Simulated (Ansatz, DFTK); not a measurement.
Given: the input of a run of Ansatz 0.2.0 on B. The given cell was strained at random by a few per cent at fixed volume. This isn't the form of B at room conditions, which is rhombohedral.

File input.yaml:

```yaml
crystal:
  lattice:
    - [2.349351, -0.010188, 0.015402]
    - [-0.010188, 2.334664, 0.042297]
    - [0.01041, 0.028589, 1.591984]
  atoms:
    - { symbol: B, position: [0.502692, 0.513009, 0.502879] }
kpoints:
  mp_grid: { grid: [11, 11, 16] }
scf:
  occupations: { method: fermi_dirac, width: 0.05 }
hamiltonian:
  xc: pbe
  pseudopotentials: { kind: all_electron, lapw: { basis_error: 0.001 } }
output:
  forces: true
  stress: true
  eigenvalues: true
  populations: true
```

Potentials or basis: all-electron LAPW, scalar-relativistic.

Launch:

```sh
$ ansatz run input.yaml --threads 1 --pin off --max-ram 3072MiB --backend cpu --events-out ev --progress --plain --runs-dir out
```

Problem. Set up the same calculation for DFTK 0.8.2. Potentials or basis there: PseudoDojo SR PBE 0.4.1 standard (PBE), cutoff 1034 eV.

Solution. As run (cutoffs and basis follow the program's own potentials, and thresholds, step limits or extra output files can differ):

File run.jl:

```julia
using DFTK
using PseudoPotentialData
using Unitful, UnitfulAtomic
using LinearAlgebra, Printf
include("save.jl")
disable_threading()

# lattice vectors are the columns
lattice = austrip(1u"Å") * [      2.349351      -0.010188        0.01041;
                -0.010188       2.334664       0.028589;
                 0.015402       0.042297       1.591984]
symbols   = [:B]
positions = [[0.502692, 0.513009, 0.502879]]
pseudopotentials = PseudoFamily("dojo.nc.sr.pbe.v0_4_1.standard.upf")
elements = Dict(s => ElementPsp(s, pseudopotentials) for s in unique(symbols))
atoms    = [elements[s] for s in symbols]

build_model(lattice, positions; symmetries=true) =
    model_DFT(lattice, atoms, positions;
              functionals=PBE(),
              temperature=austrip(0.05u"eV"),
              smearing=Smearing.FermiDirac(),
              symmetries)
Ecut  = 38.0  # hartree
kgrid = [11, 11, 16]
tol   = 1e-6
to_GPa = ustrip(uconvert(u"GPa", 1u"hartree/bohr^3"))

model = build_model(lattice, positions)
basis = PlaneWaveBasis(model; Ecut, kgrid)
display(basis)
scfres = self_consistent_field(basis;
                               tol,
                               nbandsalg=AdaptiveBands(model; n_bands_converge=6))
display(scfres.energies)
@printf "Fermi level: %.6f eV\n" ustrip(auconvert(u"eV", something(scfres.εF, NaN)))
forces = compute_forces_cart(scfres)
println("Forces (eV/Å)")
for (s, f) in zip(symbols, forces)
    @printf "%-3s %12.6f %12.6f %12.6f\n" s ustrip.(auconvert.(u"eV/Å", f))...
end
stress = compute_stresses_cart(scfres)
println("Stress (GPa)")
display(round.(stress * to_GPa; digits=4))
println("Levels at the first k-point (eV): ", round.(ustrip.(auconvert.(u"eV", scfres.eigenvalues[1][1:scfres.n_bands_converge])); digits=4))
save_scf!(scfres; forces, stress)
```

Potentials or basis: dojo.nc.sr.pbe.v0_4_1.standard.upf (PBE).

Command:

```sh
$ julia --threads=1 run.jl  # save.jl only writes the numbers to a file and isn't shown; printed stress counts tension as positive; times include loading and compiling
```

Both were run:

|  | Ansatz | DFTK |
| --- | --- | --- |
| Pressure | -1.8 GPa | -1.9 GPa |

Where Ansatz's input types no cutoff or centring, it takes its own default and a Γ-centred mesh.

The undisturbed cell isn't at this level's minimum, so the move can lower the energy.

Pressure is positive in compression.
